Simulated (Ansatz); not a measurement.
# Formation energy of FeO

Computed with Ansatz (plane waves, PAW, 420 eV cutoff): PBE, scalar-relativistic, collinear spin, Γ-centred 14×14×14 mesh, 0.05 eV Gaussian smearing; PAW files: Ansatz's generated set soft_2.

The chain of runs began from a cell as deposited in COD, expanded in volume. Of that entry: the entry's cell lengths or inner coordinates differ somewhat from later room-temperature determinations.

Symmetry: Fm-3m, No. 225, cubic system. Conventional cell: a = 4.309 Å, b = 4.309 Å, c = 4.309 Å, α = 90.00°, β = 90.00°, γ = 90.00°. Fe (site symmetry m-3m) is surrounded by 6 O at 2.15 Å. O (site symmetry m-3m) is surrounded by 6 Fe at 2.15 Å. (Neighbours are counted to 15 % beyond the shortest distance.)

The elements were computed in their standard states (gases as isolated molecules) with the same datasets, cutoff and functional. The compound's run is ferromagnetic, with site spin moments Fe 3.45; O 0.32 μB. Absolute energies hang on the potentials; compare differences alone.

Energy of the relaxed cell (2 atoms, smearing extrapolated to zero): -5047.117 eV. Elements, in eV/atom: Fe -4480.485, O -564.968.

Q: What is the formation energy?

A: [-5047.117 − (1 × -4480.485 + 1 × -564.968)] / 2 = -0.83 eV/atom, or -80 kJ per mole of atoms.

The value is for 0 K, without zero-point energy and without any correction for the binding of gas molecules. Uncorrected semilocal values for oxides, chalcogenides and halides often miss by tenths of an eV an atom. A negative value shows stability against the elements alone, not against other compounds or structures.

Site moments are of spin, integrated over atomic spheres.
